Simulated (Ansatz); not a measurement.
## Si₅N polymorphs, one row open

Computed with Ansatz, DFT PBE, scalar-relativistic, plane waves, PAW. Settings: cutoff 420 eV, Γ-centred meshes spaced at most about 0.3 Å⁻¹, and about 0.25 Å⁻¹ or finer for metals (2π included), Gaussian smearing. No spin polarisation.

All energies are static (0 K, no zero-point motion). Rows are sorted by volume; energies count from the lowest form computed. Coordination counts Si atoms around N (those within 1.25 times the shortest such distance or 1.15 times the sum of covalent radii; a plus sign parts nearer from farther groups). The table shows 5 of 6 forms computed.

| row | form | source | atoms | coordination | V (Å³/atom) | gap on mesh (eV) | ΔE (meV/atom) |
| --- | --- | --- | --- | --- | --- | --- | --- |
| 1 | Cm | invented | 6 | N 3 | 14.9 | 0 | 233 |
| 2 | P1 | invented | 12 | N 3 | 16.6 | 0.59 | 0 |
| 3 | Cm | invented | 6 | N 3 | 16.7 | 0 | 134 |
| 4 | P3m1 | invented | 6 | N 1+3 | 17.1 | 0 | 207 |
| 5 | Cm | invented | 6 | N 3 | 17.6 | 0 | ? |

The cell of row 5:

Space group Cm (No. 8). a = 6.792 Å, b = 3.616 Å, c = 8.797 Å, α = 90.00°, β = 102.09°, γ = 90.00°
```
atom  site  symmetry       x       y       z
  Si    2a         m  0.3710  0.0000  0.6916
  Si    2a         m  0.2974  0.0000  0.4161
  Si    2a         m  0.0964  0.5000  0.3202
  Si    2a         m  0.0539  0.5000  0.0451
  Si    2a         m  0.0721  0.0000  0.7842
   N    2a         m  0.1090  0.0000  0.9928
```

**Question.** Estimate the missing energy, and say where the row ranks.

**Answer.** 185 meV/atom, which puts it above row 3 and below row 4. Counting Si atoms around N, row 5 and the lowest form (row 2) both have N 3. Row 5 holds Si–Si nets (shortest 2.31 Å); the lowest form (row 2) holds Si–Si bonds in all directions (shortest 2.34 Å).

An observed structure of this formula, if there is one, may be missing.

The k mesh leaves some 4 meV/atom of noise in the energy of each metallic cell. Kohn–Sham gaps at this level usually fall short of measured ones. Cells relaxed within their symmetry can be saddle points. Some structure types and database cells were kept out of the candidates from the start, so a known form may be missing.
